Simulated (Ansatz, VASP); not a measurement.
## Two plane-wave programs on H

Contents of INCAR:

```
SYSTEM = H
PREC = Accurate
ENCUT = 520
EDIFF = 1E-6
ISMEAR = 0
SIGMA = 0.02
LREAL = .FALSE.
LASPH = .TRUE.
NELM = 100
ALGO = Normal
ISIF = 2
LWAVE = .FALSE.
LCHARG = .TRUE.
GGA = PE
LELF = .TRUE.
LVHAR = .TRUE.
NBANDS = 10
```

KPOINTS

```
regular mesh
0
G
  4 4 2
  0 0 0
```

The input POSCAR:

```
H
1.0
    2.6106004258     -2.5489972608      0.0171045564
    2.5611606291      2.4984677729      0.0231136646
    0.0317472335      0.0048479850      4.1122446782
H
4
Direct
    0.9670020716      0.0132667702      0.0564372334
    0.4541963689      0.5721292699      0.4012082280
    0.5369673576      0.4431455253      0.4925972676
    0.0792056082      0.9373123850      0.9117002412
```

Input for Ansatz:

```yaml
crystal:
  lattice:
    - [2.6106004258, -2.5489972608, 0.0171045564]
    - [2.5611606291, 2.4984677729, 0.0231136646]
    - [0.0317472335, 0.004847985, 4.1122446782]
  atoms:
    - { symbol: H, position: [0.9670020716, 0.0132667702, 0.0564372334] }
    - { symbol: H, position: [0.4541963689, 0.5721292699, 0.401208228] }
    - { symbol: H, position: [0.5369673576, 0.4431455253, 0.4925972676] }
    - { symbol: H, position: [0.0792056082, 0.937312385, 0.9117002412] }
basis:
  ecutwfc: 420
kpoints:
  mp_grid: { grid: [4, 4, 2] }
hamiltonian:
  xc: pbe
scf:
  occupations: { method: gaussian, width: 0.02 }
output:
  forces: true
  stress: true
  eigenvalues: true
```

Change from the starting cell: kmesh displaced: [4, 4, 2] Gamma-centred.

Alike in both runs: task single point; functional PBE; k mesh 4 × 4 × 2; occupations gaussian, width 0.02 eV; no spin polarisation.

|  | VASP | Ansatz |
| --- | --- | --- |
| version | VASP 6.6.1 | Ansatz 0.2.0 |
| potentials or method | VASP PAW PBE potentials, release 64 (H) | scalar-relativistic, plane waves, PAW |
| plane-wave cutoff (eV) | 520 | 420 |
| valence electrons in the cell | 4 | 4 |

```tsv
	VASP	Ansatz	Ansatz less VASP
gap on the k mesh at the Fermi level (eV)	9.15	9.15	+0.001
least direct gap on the mesh (eV)	9.52	9.52	+0.001
pressure (GPa)	2.3	2.5	+0.18
largest component of the traceless stress (GPa)	4.45	4.43	-0.023
rms of the force components (eV/Å)	1.732	1.724	-0.0079
```

Atom by atom the forces differ by 0.008 eV/Å (rms over components). The functional is the same, so the differences come from potentials, cutoffs and numerics.

Caveats: the k mesh is coarse (spacing up to 0.76 Å⁻¹), so the values aren't converged; forces of over 1 eV/Å show positions far from the minimum, so gaps and moduli don't describe the material at rest. A k mesh can miss the band edges.
